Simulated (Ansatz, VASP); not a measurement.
**SiO2: VASP beside Ansatz**

Contents of INCAR:

```
SYSTEM = SiO2
ALGO = Normal ; EDIFF = 1E-6
ENCUT = 520 ; ISIF = 2
ISMEAR = 0 ; LASPH = .TRUE.
LCHARG = .FALSE. ; LREAL = .FALSE.
LWAVE = .FALSE. ; NBANDS = 25
NELM = 100 ; PREC = Accurate
SIGMA = 0.05
```

The input KPOINTS:

```
k-points
0
G
  6 6 8
  0 0 0
```

POSCAR

```
SiO2
1.0
    4.0305000000      0.0000000000      0.0000000000
    0.0000000000      4.0305000000      0.0000000000
    0.0000000000      0.0000000000      2.5974000000
Si O
2 4
Direct
    0.5000000000      0.5000000000      0.5000000000
    0.0000000000      0.0000000000      0.0000000000
    0.6944252994      0.6944252994      0.0000000000
    0.1944252994      0.8055747006      0.5000000000
    0.3055747006      0.3055747006      0.0000000000
    0.8055747006      0.1944252994      0.5000000000
```

Input for Ansatz:

```yaml
crystal:
  lattice:
    - [4.0305, 0.0, 0.0]
    - [0.0, 4.0305, 0.0]
    - [0.0, 0.0, 2.5974]
  atoms:
    - { symbol: Si, position: [0.5, 0.5, 0.5] }
    - { symbol: Si, position: [0.0, 0.0, 0.0] }
    - { symbol: O, position: [0.6944252994, 0.6944252994, 0.0] }
    - { symbol: O, position: [0.1944252994, 0.8055747006, 0.5] }
    - { symbol: O, position: [0.3055747006, 0.3055747006, 0.0] }
    - { symbol: O, position: [0.8055747006, 0.1944252994, 0.5] }
basis:
  ecutwfc: 520.0
kpoints:
  mp_grid: { grid: [6, 6, 8] }
hamiltonian:
  xc: lda
  pseudopotentials: { kind: paw, azcp: { folder: soft_1 } }
scf:
  occupations: { method: gaussian, width: 0.05 }
output:
  forces: true
  stress: true
  eigenvalues: true
```

Alike in both runs: task single point; functional LDA; k mesh 6 × 6 × 8; occupations gaussian, width 0.05 eV; no spin polarisation.

|  | VASP | Ansatz |
| --- | --- | --- |
| version | VASP 6.6.1 | Ansatz 0.2.0 |
| potentials or method | VASP PAW LDA potentials, release 64 (Si, O) | scalar-relativistic, plane waves, PAW |
| plane-wave cutoff (eV) | 520 | 520 |
| valence electrons in the cell | 32 | 32 |

VASP gave:

```
gap on the k mesh at the Fermi level (eV) : 6.61
least direct gap on the mesh (eV)         : 6.61
rms of the force components (eV/Å)        : 0.313
```

Q: Estimate Ansatz's values.

A: gap on the k mesh at the Fermi level (eV): 6.66; least direct gap on the mesh (eV): 6.66; rms of the force components (eV/Å): 0.295.

Atom by atom the forces differ by 0.018 eV/Å (rms over components). Ansatz warned: «pseudo_functional_mismatch».

 A k mesh can miss the band edges.
